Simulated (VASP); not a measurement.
Runs of VASP 6.6.1 on GaP. It takes space group F-43m (No. 216, cubic). Conventional cell: a = 5.450 Å, b = 5.450 Å, c = 5.450 Å, α = 90.00°, β = 90.00°, γ = 90.00°. Ga (site symmetry -43m) is surrounded by 4 P at 2.36 Å. P (site symmetry -43m) has 4 Ga at 2.36 Å as nearest neighbours. 

```tsv
task	level	potentials or basis	cutoff (eV)	smearing	gap on the mesh (eV)	pressure (GPa)
density of states	revPBE+dDsC	VASP PAW PBE potentials, release 54 (Ga_d, P)	520	gaussian 0.1 eV	1.70	-0.6
single point	PBE	VASP PAW PBE potentials, release 64 (Ga, P)	500	gaussian 0.05 eV	(a)	4.0
single point	RPBE	VASP PAW PBE potentials, release 64 (Ga_d, P)	520	gaussian 0.1 eV	1.73	4.4
single point	RPBE	VASP PAW PBE potentials, release 54 (Ga_d, P)	520	gaussian 0.05 eV	1.73	4.4
```

Alike in all rows: no spin polarisation; cell as given; k mesh 8 × 8 × 8.

Q: Fill in the values left out.

A: (a) 1.67.

Caveats: the PAW data sets were made with another functional, which shifts forces and pressure a little (some runs).

A k mesh can miss the band edges, and the runs leave out spin-orbit coupling on Ga.

The runs don't all hold the same shells in valence.
